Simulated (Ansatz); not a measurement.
**Zr in Ansatz: the effect of target pressure**

The system is Zr.

```xyz
2
Lattice="3.2320 0.0000 0.0000 -1.6160 2.7990 0.0000 0.0000 0.0000 5.1470" Properties=species:S:1:pos:R:3 pbc="T T T"
Zr    1.6160    0.9330    3.8603
Zr    0.0000    1.8660    1.2868
```

Alike in all runs:

```yaml
Program: Ansatz 0.2.0
Task: relaxation of cell and atoms
Functional: r2SCAN
Potentials_or_basis: Ansatz PAW
Cutoff: "500 eV (not typed: the program's choice for these potentials)"
k_mesh: 9 × 9 × 5
Occupations: fermi-dirac, width 0.05 eV
Spin: no spin polarisation
```

Each run relaxes the cell or the atoms first.

| target pressure | relaxed volume (Å³/atom) |
| --- | --- |
| 0 GPa | 23.49 |
| 2 GPa | 23.02 |
| 5 GPa | 22.38 |
| 10 GPa | 21.46 |
| 20 GPa | ? |
| 30 GPa | 18.72 |

Problem. What does the run with target pressure 20 GPa give?

Solution. Relaxed volume 19.94 Å³/atom.

Worked out: In Murnaghan's law V^(-B') rises as a straight line in P. The other rows fit best with B' = 2.5, V0 = 23.49 Å³/atom and B0 = 98 GPa, which gives 19.92 Å³/atom at 20 GPa, against the run's 19.94.

Caveats: the plane-wave basis is chosen anew once the cell has moved, so the energies of steps on either side of that aren't comparable; the PAW data sets come from PBE, with cores solved anew for the run's functional, which leaves a small shift of forces and pressure; the volume moved by over 15 % at a fixed basis, so the end points are rough (some runs).

Runs at the PBE level aren't shown here.
